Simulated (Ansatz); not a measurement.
NiO:

```
CELL_PARAMETERS angstrom
2.50462 0.00000 0.00000
0.00000 2.50462 0.00000
0.00000 0.00000 2.50462
ATOMIC_POSITIONS crystal
Ni 0.00000 0.00000 0.00000
O 0.50000 0.50000 0.50000
```

Measurements of this composition are mostly on another form, of space group No. 225.

- Program: Ansatz 0.2.0
- Task: relaxation of cell and atoms
- Functional: PBE
- Dispersion: D3(BJ)-ATM
- Potentials or basis: Ansatz PAW
- Cutoff: 420 eV (not typed: the program's choice for these potentials)
- k mesh: 11 × 11 × 11
- Occupations: fermi-dirac, width 0.05 eV
- Spin: collinear spin, ferromagnetic start
- Starting moments: [1.0, 0.0] μB

At the start: volume 7.86 Å³/atom.

**Question.** How do energy, volume and symmetry change on relaxing?

**Answer.** It ends after 9 steps and the volume is 8.83 Å³/atom (+12.4 %); space group Pm-3m (No. 221, to 0.05 Å); moment 1.96 μB per cell.

Step by step:
```
step  energy change (eV)  largest force (eV/Å)  volume (Å³)
   1              0.0000                0.0000        15.71
   2             -0.0596                0.0000        16.28
   3             -0.1109                0.0000        17.59
   4             -0.1112                0.0000        17.54
   5             -0.1112                0.0000        17.55
   6             -0.1264                0.0000        17.55
   7             -0.1263                0.0000        17.65
   8             -0.1263                0.0000        17.66
   9             -0.1268                0.0000        17.66
```

Final structure:
```cif
data_structure
_symmetry_space_group_name_H-M 'P 1'
_symmetry_Int_Tables_number 1
_cell_length_a 2.6039
_cell_length_b 2.6039
_cell_length_c 2.6039
_cell_angle_alpha 90.000
_cell_angle_beta 90.000
_cell_angle_gamma 90.000
_cell_volume 17.66
loop_
_atom_site_label
_atom_site_type_symbol
_atom_site_fract_x
_atom_site_fract_y
_atom_site_fract_z
_atom_site_occupancy
Ni1 Ni 0.00000 0.00000 0.00000 1
O1 O 0.50000 0.50000 0.50000 1
```

Caveat: the plane-wave basis is chosen anew once the cell has moved, so the energies of steps on either side of that aren't comparable; the pressure holds a Pulay correction of +0.8 GPa for the finite cutoff; a cell with one magnetic atom can't hold antiferromagnetic order, which such compounds often take; pairwise dispersion overbinds metals, which lowers pressure and volume.
